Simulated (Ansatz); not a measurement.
A series in volume per atom on GaAs

Periodic Kohn-Sham DFT of a crystal at fixed atoms; pressure and stress are positive in compression; the energy is the free energy less that of spherical unpolarised free atoms; site moments are those in the method's own spheres, positive along +z. The results are calculated, by Ansatz 0.2.0.

Cell of the first row (space group F-43m, No. 216):
```
cell vectors (Å)
   0.0000     2.7691     2.7691
   2.7691     0.0000     2.7691
   2.7691     2.7691     0.0000
atoms (fractions of the cell vectors)
Ga  0.00000  0.00000  0.00000
As  0.75000  0.75000  0.75000
```

Settings of every row: method frozen-core PAW; functional LDA; relativity scalar; k mesh 10x10x10; filling fermi-dirac; smearing width 0.08 eV; wave cutoff 420 eV; paw set soft_2.

Atom start moment: 0 on all atoms.

Limits: PAW files made with PBE.

Limits of some rows: small gap, it may come from the mesh (row 4, 5, 6, 7).

| row | volume per atom (Å³) | pressure (GPa) |
| --- | --- | --- |
| 1 | 21.234 | 2.811 |
| 2 | 21.686 | 1.063 |
| 3 | 22.138 | -0.491 |
| 4 | 22.364 | ? |
| 5 | 22.59 | -1.869 |
| 6 | 22.815 | -2.497 |
| 7 | 23.041 | -3.089 |
| 8 | 23.493 | -4.176 |
| 9 | 23.945 | -5.148 |

Question: what pressure should row 4 give?

Worked fit of pressure. Take u = (V_r/V)^(2/3) − 1 with V_r = 22.703 Å³ an atom, which is twice the finite (Eulerian) strain; such expansions in the strain, on which the Birch-Murnaghan equation of state is built, carry the rest volume and the bulk modulus. The shown rows have u = 0.0456, 0.03103, 0.01694, 0.00333, -0.00328, -0.0098, -0.02255, -0.03489. Least squares give pressure = −2.1878 + 94.89 × u + 303.67 × u² + 431 × u³ GPa; a parabola predicts inner rows, each left out in turn, worse (root mean square 0.0071 against 0.0018 GPa). The rows lie off it by 0.000, 0.001, 0.000, -0.001, -0.001, 0.000, 0.002, -0.001. The pressure vanishes at u = 0.0215, or V = 21.99 Å³ an atom, and there the bulk modulus at fixed shape and fractions is B = −V dP/dV = (2/3)(1 + u) dP/du = 73.9 GPa. The withheld row has u = 0.01008, so the fit gives −2.1878 + 94.89 × (0.01008) + 303.67 × (0.01008)² + 431 × (0.01008)³ = -1.200 GPa.

The calculation gave -1.201 GPa. The fit lies 0.001 GPa (0.013 % of the column's range) above it, one unit of the last digit.
